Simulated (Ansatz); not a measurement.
**KI: a single-point run**

Aim: a sound single-point run of KI. The structure is shown as the input types it. The cell is built on a prototype (CsCl type) and needn't be the phase found in nature.

Computed with Ansatz 0.2.0 (density functional or hybrid calculation with the settings of its input, plane waves (as first typed), unless a step's input says otherwise).

7 further runs of the same task are left out: 6 that didn't finish, 1 set aside as unsound or not needed.

## 1. The starting structure

It takes space group Pm-3m (No. 221, cubic). The conventional cell has a = 4.291 Å, b = 4.291 Å, c = 4.291 Å, α = 90.00°, β = 90.00°, γ = 90.00°. K (site symmetry m-3m) is surrounded by 8 I at 3.72 Å. I (site symmetry m-3m) has 8 K at 3.72 Å as nearest neighbours.

Coordinates:

```
K I
1.0
     4.29094    0.00000    0.00000
     0.00000    4.29094    0.00000
     0.00000    0.00000    4.29094
K I
1 1
Direct
  0.00000 0.00000 0.00000
  0.50000 0.50000 0.50000
```

## 2. The calculation

Contents of input.yaml:

```yaml
crystal:
  lattice:
    - [4.290940114, 0.0, 0.0]
    - [0.0, 4.290940114, 0.0]
    - [0.0, 0.0, 4.290940114]
  atoms:
    - { symbol: K, position: [0.0, 0.0, 0.0] }
    - { symbol: I, position: [0.5, 0.5, 0.5] }
kpoints:
  mp_grid: { grid: [4, 4, 4] }
hamiltonian:
  xc: hse06
scf:
  occupations: { method: fixed }
  n_extra_bands: 4
  max_iter: 82
output:
  forces: true
  stress: true
  eigenvalues: true
basis:
  ecutrho_ratio: 1
```

The run is started by

```console
> ansatz run input.yaml --threads 4 --pin off --max-ram 3686MiB --backend cpu --events-out ev --progress --plain --runs-dir out
```

What happens when this is run?

The run converged and reported no error, with warnings (cutoff below recommended, stress exchange threshold loose, stress scf threshold loose). Its log warns: «basis.ecutrho_ratio = 1 (ecutrho = 420 eV) is below the records' recommended 1680 eV»

In the input, basis.ecutrho_ratio is 1. The density cutoff must be at least four times the energy cutoff of the waves.

To check: delete basis.ecutrho_ratio (the default then holds).
